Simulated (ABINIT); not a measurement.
The system is PbS.

```
Pb S
1.0
     2.07995   -5.99130    0.00000
     2.07995    5.99130    0.00000
     0.00000    0.00000    4.27932
Pb S
2 2
Direct
  0.13056 0.86944 0.25000
  0.86944 0.13056 0.75000
  0.35480 0.64520 0.25000
  0.64520 0.35480 0.75000
```

Measurements of this composition are mostly on another form, of space group No. 225.

| Quantity | Value |
| --- | --- |
| Program | ABINIT 10.8.3 (patched build) |
| Task | single point |
| Functional | PBE |
| Potentials or basis | JTH PAW PBE v2.0 |
| Cutoff | 599 eV |
| k mesh | 7 × 7 × 6 |
| Occupations | fermi-dirac, width 0.05 eV |
| Spin | no spin polarisation |

On this cell: pressure 1.1 GPa; largest force 0.114 eV/Å; band gap on the k mesh 1.25 eV, indirect (least direct gap 1.42 eV).

The same run follows on a disturbed copy (atoms moved at random, drawn with an rms of 0.05 Å):

```
Pb S
1.0
     2.07995   -5.99130    0.00000
     2.07995    5.99130    0.00000
     0.00000    0.00000    4.27932
Pb S
2 2
Direct
  0.13494 0.88032 0.24860
  0.86171 0.12363 0.75282
  0.36449 0.66484 0.24715
  0.63820 0.34806 0.75218
```

Question: What does the disturbed cell give?

Answer: The energy moves by +3.5 meV/atom; pressure 1.3 GPa; largest force 0.283 eV/Å; band gap on the k mesh 1.23 eV, indirect (least direct gap 1.47 eV).

Forces in eV/Å, atoms in the order of the input:
```
Pb  -0.034  0.125  0.016
Pb   0.048 -0.047 -0.019
S   -0.142 -0.243  0.032
S    0.128  0.164 -0.029
```

Stress tensor (GPa, compression positive):
```
 1.06  0.11 -0.07
 0.11  1.84 -0.08
-0.07 -0.08  0.92
```

Caveats: spin-orbit coupling is left out, which as a rule narrows the gap of such compounds by several tenths of an eV; an odd mesh through Γ misses points on the zone boundary, where band edges often lie.
